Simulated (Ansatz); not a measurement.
How AlGa3N4 stores the work of compression

The calculation used Ansatz 0.2.0, DFT PBEsol, scalar-relativistic, plane waves, PAW. Run with 420 eV cutoff, 6×6×6 k-mesh, Gaussian smearing of 0.02 eV, no spin polarisation.

Reference structure (relaxed):

```
Al Ga N
1.0
     4.46763    0.00000    0.00000
     0.00000    4.46763    0.00000
     0.00000    0.00000    4.46763
Al Ga N
1 3 4
Direct
  0.00000 0.00000 0.00000
  0.50000 0.50000 0.00000
  0.50000 0.00000 0.50000
  0.00000 0.50000 0.50000
  0.75503 0.75503 0.24497
  0.75503 0.24497 0.75503
  0.24497 0.75503 0.75503
  0.24497 0.24497 0.24497
```

Cell and atoms were relaxed at each target pressure within the start's symmetry (P-43m), at zero temperature; other phases can be more stable under pressure. H = E + PV with P the target; E is the free energy at the smearing used, whose derivative the pressure is, per atom and counted from zero pressure.

| P (GPa) | V (Å³/atom) | E − E0 (meV) | H − H0 (meV) |
| --- | --- | --- | --- |
| 0 | 11.147 | 0.0 | 0.0 |
| 1 | 11.087 | 0.2 | 69.4 |
| 4 | 10.923 | 2.7 | 275.4 |
| 12 | 10.542 | 21.6 | 811.2 |
| 25 | 10.038 | 79.0 | 1645.4 |

Thermodynamics gives dH/dP = V along a relaxed path. Integrate V over P by the trapezoid rule and compare with the computed enthalpies.

With 1 eV/Å³ = 160.22 GPa, each step adds the mean volume times ΔP / 160.22:
```csv
P (GPa),∫V dP (meV),H − H0 (meV),difference (meV)
1,69.4,69.4,0.0
4,275.4,275.4,0.0
12,811.4,811.2,0.2
25,1646.3,1645.4,0.9
```

V(P) curves upward, so the trapezoid rule runs high; integrating a smooth curve through the same points puts that excess at about 1.3 meV at 25 GPa, against the 0.9 meV found.

At 25 GPa, how much of the enthalpy change is stored energy and how much is the PV term?

E rises by 79 meV/atom and PV is 25 × 10.038 / 160.22 = 1566 meV/atom, so PV makes 95 % of ΔH. So between rival structures at high pressure a small difference in volume can outweigh the difference in energy: 1 % of this volume is worth 15.7 meV/atom at this pressure.

What bulk modulus do the lowest pressures give?

From the pressures that the runs reached, -1.02 GPa (11.206 Å³) and 1.03 GPa (11.087 Å³), B = −ΔP/Δln V = 2.05 / 0.0107 = 192 GPa, a mean over that range.

The gap is 2.253 eV at -1.02 GPa and 2.327 eV at 1.03 GPa. What pressure coefficient and volume deformation potential follow?

dE_g/dP = 36.2 meV/GPa, and a_V = dE_g/d ln V = −B dE_g/dP = -6.94 eV. A gap that opens under pressure, with a_V of several eV below zero, is what an s-like antibonding conduction edge gives, since compression pushes it up. If the edges move to other points of the zone within the range, this is a mean of two slopes. Gaps are Kohn–Sham gaps over the whole zone.